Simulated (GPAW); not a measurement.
Slab: MoS2, a slab with vacuum.

```
Mo S
1.0
     3.18413    0.00000    0.00000
    -1.59206    2.75753    0.00000
     0.00000    0.00000   17.33460
Mo S
1 2
Direct
  0.00000 0.00000 0.00000
  0.33333 0.66667 0.91051
  0.33333 0.66667 0.08949
```

Base run:

* Program: GPAW 26.7.0
* Functional: PBE
* Potentials or basis: GPAW PAW data sets (gpaw-data 1.2.1)
* Cutoff: 600 eV
* Basis: pw
* k mesh: 10 × 10 × 2
* Occupations: fermi-dirac, width 0.05 eV
* Spin: no spin polarisation

Its results: band gap on the k mesh 1.71 eV, indirect (least direct gap 1.90 eV); largest force 0.225 eV/Å.

The run is repeated on the same cell with these changes: functional from PBE to r2SCAN; k mesh from 10 × 10 × 2 to 8 × 8 × 2. What comes out?

Band gap on the k mesh 1.84 eV, indirect (least direct gap 2.08 eV); largest force 0.025 eV/Å.

Several settings changed at once, so the effect can't be laid on one alone.

Caveats: the PAW data sets were made with another functional, which shifts forces and pressure a little (some runs).

A k mesh can miss the band edges.
